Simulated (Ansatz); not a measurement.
**Ir (diamond type) under strong compression**

```
Ir
1.0
     0.00000    2.78367    2.78367
     2.78367    0.00000    2.78367
     2.78367    2.78367    0.00000
Ir
2
Direct
  0.87500 0.87500 0.87500
  0.12500 0.12500 0.12500
```

The cell comes from a relaxation on PAW files under the same functional, begun from a prototype that needn't be the stable phase.

Its volume is scaled at fixed shape and fractional positions.

All numbers are PBE results (scalar-relativistic) from Ansatz 0.2.0, with a Γ-centred 14×14×14 k mesh, Fermi–Dirac smearing of 0.05 eV, no spin polarisation. Methods: LAPW: all electrons, basis error target 1 meV/atom; PAW: frozen-core files, cutoff 420 eV; crystal datasets: all electrons, by PAW datasets that the program makes for each cell; norm-conserving: pseudopotentials, cutoff 925 eV; PAW (cutoff 600 eV): frozen-core files, cutoff 600 eV.

Energies are extrapolated to zero smearing and count from the unscaled cell; pressure is positive in compression; gaps take the mesh and a band path. No temperature or zero-point motion is included.

Spin–orbit coupling is left out, which matters for the heavy atoms. The structure type is held throughout; the real material can change phase at far lower pressure.

| V/V0 | V (Å³/atom) | P LAPW (GPa) | ΔE LAPW (eV/atom) | P PAW − LAPW (GPa) | ΔE PAW − LAPW (meV/atom) |
| --- | --- | --- | --- | --- | --- |
| 1.00 | 21.57 | 0.05 | 0.000 | -0.05 | 0.0 |
| 0.88 | 18.98 | 32.5 | 0.231 | -0.04 | -0.7 |
| 0.78 | 16.82 | 84.3 | 0.982 | 0.01 | -1.0 |
| 0.68 | 14.67 | 180.1 | 2.694 | 0.23 | 0.4 |
| 0.58 | 12.51 | ? | ? | 1.08 | 7.9 |
| 0.50 | 10.79 | 642.3 | 11.489 | 3.51 | 30.3 |
| 0.43 | 9.28 | 1083 | 19.415 | 9.41 | 86.9 |

Question: Give the missing entry: row "0.58", column "ΔE LAPW (eV/atom)".

Answer: 6.219.

Question: Fill in "P LAPW (GPa)" for the row "0.58".

Answer: 364.2.

Question: Fit the Vinet equation to the LAPW pressures over the whole range, with residuals weighted by 1/(|P| + 0.03·Pmax).

Answer: V0 = 21.58 Å³/atom, B0 = 182 GPa and B0′ = 5.14, and the fit misses no point by more than 5.2 GPa. A fit over so wide a range pins B0 less well than one near rest.

Question: From the table, what is the rise of the enthalpy H = E + pV up to the last row, and how stiff is the crystal between the last two rows?

Answer: ΔH = 19.415 eV + (1083 GPa × 9.28 Å³ − 0.05 GPa × 21.57 Å³) × 0.006242 eV/(GPa·Å³) = 82.08 eV/atom, of which pV makes 76 %. The mean bulk modulus there is −ΔP/Δln V = 2920 GPa.

Question: At the smallest volume, how far do crystal datasets and norm-conserving and PAW (cutoff 600 eV) lie from LAPW in pressure?

Answer: crystal datasets: 0.00 GPa; norm-conserving: +2.55 GPa; PAW (cutoff 600 eV): +9.19 GPa, on a LAPW pressure of 1083 GPa.

Question: How do the Löwdin populations by LAPW change from the unscaled cell to the last row?

Answer: Ir 5s 1.98 → 1.92, Ir 6s 1.11 → 1.05, Ir 5p 5.99 → 5.96, Ir 5d 7.74 → 7.90 electrons an atom. These are projections on the shells that the free atoms fill; 0.34 e a cell lies outside them at the start and 0.37 e at the end.
